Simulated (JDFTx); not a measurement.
AlFe:

```xyz
2
Lattice="2.9100 0.0000 0.0000 0.0000 2.9100 0.0000 0.0000 0.0000 2.9100" Properties=species:S:1:pos:R:3 pbc="T T T"
Fe    1.4550    1.4550    1.4550
Al    0.0000    0.0000    0.0000
```

```yaml
Program: JDFTx 1.7.0 (patched build)
Task: relaxation of cell and atoms
Functional: revPBE
Potentials_or_basis: PseudoDojo-SR-PBE-0.5-standard with smoothed tails
Cutoff: 1225 eV
Density_cutoff: 9796 eV
k_mesh: 4 × 4 × 4
Occupations: fermi-dirac, width 0.05 eV
Spin: collinear spin, ferromagnetic start
Starting_moments: "[3.0, 0.0] μB"
```

At the start: pressure -5.6 GPa; volume 12.32 Å³/atom.

Q: Where does the relaxation end?

A: Over 5 steps the energy falls by 7.4 meV/atom and the volume is 11.91 Å³/atom (-3.4 %); space group Pm-3m (No. 221, to 0.05 Å); moment 0.52 μB per cell.

Step by step:
```tsv
step	energy change (eV)	largest force (eV/Å)	pressure (GPa)	volume (Å³)
1	0.0000	0.0000	-5.60	24.64
2	-0.0070	0.0000	-4.13	24.41
3	-0.0149	0.0000	0.01	23.82
4	-0.0149	0.0000	-0.01	23.82
5	-0.0149	0.0000	-0.01	23.82
```

Final structure:
```yaml
crystal:
  lattice:
    - [2.87707, 0.00000, 0.00000]
    - [0.00000, 2.87707, 0.00000]
    - [0.00000, 0.00000, 2.87707]
  atoms:
    - { symbol: Fe, position: [0.50000, 0.50000, 0.50000] }
    - { symbol: Al, position: [0.00000, 0.00000, 0.00000] }
```

Caveat: the k mesh is coarse (spacing up to 0.54 Å⁻¹), so the values aren't converged; the potentials were made for another functional, which shifts forces and pressure.
